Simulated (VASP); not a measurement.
# RbBr (Fm-3m) in VASP: notebook

One crystal, RbBr, is run at these levels: r2SCAN; tasks: single point.

Program: VASP 6.6.1. These are calculated values, not measurements. Logs are shortened: lines on timing, memory, paths and dates and some standing lists are left out, and cuts for length are marked.

## 1. Starting point

The structure is cubic, space group Fm-3m (No. 225). Conventional cell: a = 6.854 Å, b = 6.854 Å, c = 6.854 Å, α = 90.00°, β = 90.00°, γ = 90.00°. Rb (site symmetry m-3m) is surrounded by 6 Br at 3.43 Å. Br (site symmetry m-3m) is surrounded by 6 Rb at 3.43 Å.

## 2. Single point, r2SCAN

Contents of INCAR:

```
SYSTEM = RbBr
PREC = Accurate
ENCUT = 350
EDIFF = 1E-6
ISMEAR = 0
SIGMA = 0.05
LREAL = .FALSE.
LASPH = .TRUE.
NELM = 100
ALGO = Normal
ISIF = 2
LWAVE = .FALSE.
LCHARG = .FALSE.
METAGGA = R2SCAN
LMIXTAU = .TRUE.
ADDGRID = .FALSE.
```

Contents of KPOINTS:

```
Automatic mesh
0
G
  5 5 5
  0 0 0
```

Contents of POSCAR:

```
RbBr
1.0
    0.0000000000      3.4270000000      3.4270000000
    3.4270000000      0.0000000000      3.4270000000
    3.4270000000      3.4270000000      0.0000000000
Rb Br
1 1
Direct
    0.0000000000      0.0000000000      0.0000000000
    0.5000000000      0.5000000000      0.5000000000
```

Potentials or basis: VASP PAW PBE potentials, release 64 (Rb_sv, Br).

Started as:

```
$ cat potpaw_PBE.64/Rb_sv/POTCAR potpaw_PBE.64/Br/POTCAR > POTCAR
$ mpirun -np 1 vasp_std > vasp.out
```

OUTCAR:

```text
SYSTEM = RbBr
   PREC = Accurate
   ENCUT = 350
   EDIFF = 1E-6
   ISMEAR = 0
   LREAL = .FALSE.
   LASPH = .TRUE.
   NELM = 100
   ISIF = 2
   METAGGA = R2SCAN

 Found     10 irreducible k-points:

 Following reciprocal coordinates:
            Coordinates               Weight
  0.000000  0.000000  0.000000      1.000000
  0.200000  0.000000  0.000000      8.000000
  0.400000  0.000000  0.000000      8.000000
  0.200000  0.200000  0.000000      6.000000
  0.400000  0.200000  0.000000     24.000000
 -0.400000  0.200000  0.000000     24.000000
   k-points           NKPTS =     10   k-points in BZ     NKDIM =     10   number of bands    NBANDS=     12
   number of dos      NEDOS =    301   number of ions     NIONS =      2
   total plane-waves  NPLWV =  27000
   dimension x,y,z NGX =    30 NGY =   30 NGZ =   30
   dimension x,y,z NGXF=    60 NGYF=   60 NGZF=   60
   ions per type =               1   1
   NGX,Y,Z   is equivalent  to a cutoff of  10.29, 10.29, 10.29 a.u.
   NGXF,Y,Z  is equivalent  to a cutoff of  20.58, 20.58, 20.58 a.u.
 SYSTEM =  RbBr
   PREC   = accura    normal or accurate (medium, high low for compatibility)
   ISTART =      0    job   : 0-new  1-cont  2-samecut
   ICHARG =      2    charge: 1-file 2-atom 10-const
   ISPIN  =      1    spin polarized calculation?
   LNONCOLLINEAR =      F non collinear calculations
   LSORBIT =      F    spin-orbit coupling
   LASPH  =      T    aspherical Exc in radial PAW
   ENCUT  =  350.0 eV  25.72 Ry    5.07 a.u.   7.39  7.39  7.39*2*pi/ulx,y,z
   NELM   =    100;   NELMIN=  2; NELMDL= -5     # of ELM steps
   EDIFF  = 0.1E-05   stopping-criterion for ELM
   LREAL  =      F    real-space projection
   EDIFFG = 0.1E-04   stopping-criterion for IOM
   NSW    =      0    number of steps for IOM
   IBRION =     -1    ionic relax: 0-MD 1-quasi-New 2-CG
   NFREE  =      0    steps in history (QN), initial steepest desc. (CG)
   ISIF   =      2    stress and relaxation
   ISYM   =      2    0-nonsym 1-usesym 2-fastsym
   POTIM  = 0.5000    time-step for ionic-motion
   TEBEG  =    0.0;   TEEND  =   0.0 temperature during run
   PSTRESS=    0.0 pullay stress
   NELECT =      16.0000    total number of electrons
   NUPDOWN=      -1.0000    fix difference up-down
   EMIN   =  10.00;   EMAX   =-10.00  energy-range for DOS
   EFERMI =   0.00;   METHOD = LEGACY
   ISMEAR =     0;   SIGMA  =   0.05  broadening in eV -4-tet -1-fermi 0-gaus
   EFERMI_NEDOS =   21; number of points for ismear=-14 and -15
   IALGO  =     38    algorithm
   IMIX   =      4    mixing-type and parameters
     AMIX     =   0.40;   BMIX     =  1.00
     AMIX_MAG =   1.60;   BMIX_MAG =  1.00
  volume/ion in A,a.u.               =      40.25       271.61
  Fermi-wavevector in a.u.,A,eV,Ry     =   0.955412  1.805467 12.419564  0.912812
  Thomas-Fermi vector in A             =   2.084247
   LORBIT       =      0    0 simple, 1 ext, 2 COOP (PROOUT), +10 PAW based schemes
   METAGGA = R2SCAN    functional components
   LHFCALC =     F    Hartree Fock is set to
   AEXX    =    0.0000 exact exchange contribution
   IVDW    =     0    specifies the selected vdW correction
   LEPSILON=     F    determine dielectric tensor
   LRPA    =     F    only Hartree local field effects (RPA)
 non-spin polarized calculation
 Gauss-broadening in eV      SIGMA  =   0.05
  energy-cutoff  :      350.00
  volume of cell :       80.50
 maximum number of plane-waves:      1243
 NGX is ok and might be reduce to    30
   NGX = 15   NGY = 15   NGZ = 15

 number of electron      16.0000000 magnetization

 Free energy of the ion-electron system (eV)
  ---------------------------------------------------
  ext. energy  EPLUGINS =         0.00000000
  ---------------------------------------------------
  free energy    TOTEN  =       -31.15059154 eV

  energy without entropy =      -31.15059154  energy(sigma->0) =      -31.15059154

 E-fermi :  -1.8323     XC(G=0):  -7.6317

 val. band max:       -2.1585784712   @ k =   0.0000   0.0000   0.0000
 cond. band min:       2.8109103475   @ k =   0.0000   0.0000   0.0000
 fundamental gap:      4.9694888187
 Fermi energy:        -1.8323141372

 k-point     1 :       0.0000    0.0000    0.0000
  band No.  band energies     occupation
      1     -27.3127      2.00000
      2     -14.7728      2.00000
      3     -10.8422      2.00000
      4     -10.8422      2.00000
      5     -10.8422      2.00000
      6      -2.1586      2.00000
      7      -2.1586      2.00000
      8      -2.1586      2.00000
      9       2.8109      0.00000
     10       5.7217      0.00000
     11       5.7217      0.00000
     12       5.7217      0.00000

 k-point     2 :       0.2000    0.0000    0.0000
  band No.  band energies     occupation
      1     -27.3093      2.00000
      2     -14.7875      2.00000
      3     -10.8443      2.00000
      4     -10.8443      2.00000
      5     -10.8235      2.00000
      6      -2.5504      2.00000
      7      -2.2853      2.00000
      8      -2.2853      2.00000
      9       3.6812      0.00000
     10       5.5091      0.00000
     11       6.2104      0.00000
     12       6.2104      0.00000

 k-point     3 :       0.4000    0.0000    0.0000
  band No.  band energies     occupation
      1     -27.3038      2.00000
      2     -14.8110      2.00000
      3     -10.8478      2.00000
      4     -10.8478      2.00000
      5     -10.7935      2.00000
      6      -3.0539      2.00000
      7      -2.4759      2.00000
      8      -2.4759      2.00000
      9       4.9602      0.00000
     10       5.9146      0.00000
     11       7.5182      0.00000
     12       7.5182      0.00000

 k-point     4 :       0.2000    0.2000    0.0000
  band No.  band energies     occupation
      1     -27.3082      2.00000
      2     -14.7794      2.00000
      3     -10.8666      2.00000
      4     -10.8666      2.00000
      5     -10.8190      2.00000
      6      -2.6583      2.00000
      7      -2.2313      2.00000
      8      -2.2313      2.00000
      9       3.8050      0.00000
     10       4.8473      0.00000
     11       6.7383      0.00000
     12       6.7383      0.00000

 k-point     5 :       0.4000    0.2000    0.0000
  band No.  band energies     occupation
      1     -27.3036      2.00000
      2     -14.7788      2.00000
      3     -10.8815      2.00000
      4     -10.8766      2.00000
      5     -10.8483      2.00000
      6      -2.8509      2.00000
      7      -2.4308      2.00000
      8      -2.3633      2.00000
      9       4.7241      0.00000
     10       5.1193      0.00000
     11       7.6855      0.00000
     12       7.8863      0.00000

 k-point     6 :      -0.4000    0.2000    0.0000
  band No.  band energies     occupation
      1     -27.3017      2.00000
      2     -14.7864      2.00000
      3     -10.9170      2.00000
      4     -10.8606      2.00000
      5     -10.8219      2.00000
      6      -2.9476      2.00000
      7      -2.5013      2.00000
      8      -2.4909      2.00000
      9       5.2685      0.00000
     10       5.9003      0.00000
     11       7.4425      0.00000
     12       7.8687      0.00000

 [... further k-points ...]

------------------------ aborting loop because EDIFF is reached ----------------------------------------

  FORCE on cell =-STRESS in cart. coord.  units (eV):
  Direction    XX          YY          ZZ          XY          YZ          ZX
  --------------------------------------------------------------------------------------
  -------------------------------------------------------------------------------------
  Total        0.2368127      0.2368127      0.2368127      0.0000000      0.0000000     -0.0000000
  in kB        4.7134981      4.7134981      4.7134981      0.0000000      0.0000000     -0.0000000
  external PRESSURE =       4.7134981 kB  Pullay stress =       0.0000000 kB

 VOLUME and BASIS-vectors are now :
 -----------------------------------------------------------------------------
  energy-cutoff  :      350.00
  volume of cell :       80.50
      direct lattice vectors                 reciprocal lattice vectors
     0.000000000  3.427000000  3.427000000    -0.145900204  0.145900204  0.145900204
     3.427000000  0.000000000  3.427000000     0.145900204 -0.145900204  0.145900204
     3.427000000  3.427000000  0.000000000     0.145900204  0.145900204 -0.145900204

 POSITION                                       TOTAL-FORCE (eV/Angst)
 -----------------------------------------------------------------------------------
      0.00000      0.00000      0.00000        -0.000000     -0.000000      0.000000
      3.42700      3.42700      3.42700         0.000000      0.000000     -0.000000
 -----------------------------------------------------------------------------------
    total drift:                                0.000000      0.000000      0.000000

  FREE ENERGIE OF THE ION-ELECTRON SYSTEM (eV)
  ---------------------------------------------------
  free  energy   TOTEN  =       -31.1505915406 eV

  energy  without entropy=      -31.1505915406  energy(sigma->0) =      -31.15059154
```

Run time: 46 s. Hardware: 1 thread of AMD EPYC 7R13 (Zen 3), shared host; peak memory 0.13 GiB.

These settings aren't checked as converged: the numbers below hold their error.

What came out:

- Free energy: -31.1506 eV
- Pressure: 0.5 GPa
- Band gap on the k mesh: 4.97 eV, direct

Caveat: the PAW data sets were made with another functional, which shifts forces and pressure a little.

## 3. Single point, r2SCAN

INCAR, as its differences from that of step 2:

```diff
@@ -2,3 +2,3 @@
 PREC = Accurate
-ENCUT = 350
+ENCUT = 250
 EDIFF = 1E-6
```

Contents of KPOINTS:

```
Automatic mesh
0
G
  6 6 6
  0 0 0
```

POSCAR is that of step 2.

Potentials or basis: VASP PAW PBE potentials, release 64 (Rb_sv, Br).

Started as:

```
$ cat potpaw_PBE.64/Rb_sv/POTCAR potpaw_PBE.64/Br/POTCAR > POTCAR
$ mpirun -np 1 vasp_std > vasp.out
```

Run time: 55 s. Hardware: 1 thread of AMD EPYC 7R13 (Zen 3), shared host; peak memory 0.12 GiB.

These settings aren't checked as converged: the numbers below hold their error.

Results:

```yaml
Free_energy: -31.1519 eV
Band_gap_on_the_k_mesh: 4.97 eV, direct
```

Caveat: the cutoff is under 1.25 times the usual one of these potentials, so pressure, stress and relaxed cells hold a basis-set (Pulay) error; the PAW data sets were made with another functional, which shifts forces and pressure a little.
